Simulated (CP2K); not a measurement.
The system is HfO2.

```
Hf O
1.0
     3.61685    0.00000    0.00000
     1.80843    3.13229    0.00000
     1.80843    1.04410    2.95315
Hf O
1 2
Direct
  0.00000 0.00000 0.00000
  0.75000 0.75000 0.75000
  0.25000 0.25000 0.25000
```

Measurements of this composition are mostly on another form, of space group No. 14.

Program: CP2K 2026.2. Alike in all runs: task band structure; no spin polarisation; cell as given; k mesh 9 × 9 × 9.

Question: Order these runs on this cell by their band gap on the k mesh, lowest first.
A. level PBEsol; potentials or basis POTENTIAL_UZH Hf GTH-PBE-q12, O GTH-PBE-q6; TZVP-MOLOPT-PBE-GTH basis; smearing fermi-dirac 0.05 eV; EPS_DEFAULT 1.0E-9; NGRIDS 5; points a segment of the path (NPOINTS) 8; bands added on the path 2; CUTOFF of the grids 600 Ry
B. level TASK; potentials or basis POTENTIAL_UZH Hf GTH-SCAN-q12, O GTH-SCAN-q6; TZVP-MOLOPT-SCAN-GTH basis; smearing fermi-dirac 0.1 eV; EPS_DEFAULT 1.0E-10; NGRIDS 4; points a segment of the path (NPOINTS) 8; bands added on the path 6; CUTOFF of the grids 850 Ry
C. level TB-mBJ; potentials or basis POTENTIAL_UZH Hf GTH-PBE-q12, O GTH-PBE-q6; TZVP-MOLOPT-PBE-GTH basis; smearing fermi-dirac 0.1 eV; EPS_DEFAULT 1.0E-9; NGRIDS 4; points a segment of the path (NPOINTS) 10; bands added on the path 2; CUTOFF of the grids 850 Ry

Answer: A (3.87 eV), C (4.25 eV), B (5.03 eV).

Caveats: spin-orbit coupling is left out, which moves the levels of the heavy elements; the basis of atomic orbitals isn't converged, which shifts pressures, moduli and gaps; this is a model potential without an energy functional, so only levels have meaning (some runs); the mesh misses the band edges, which the band path finds closer together (some runs).

Not every run made on this cell is shown here.
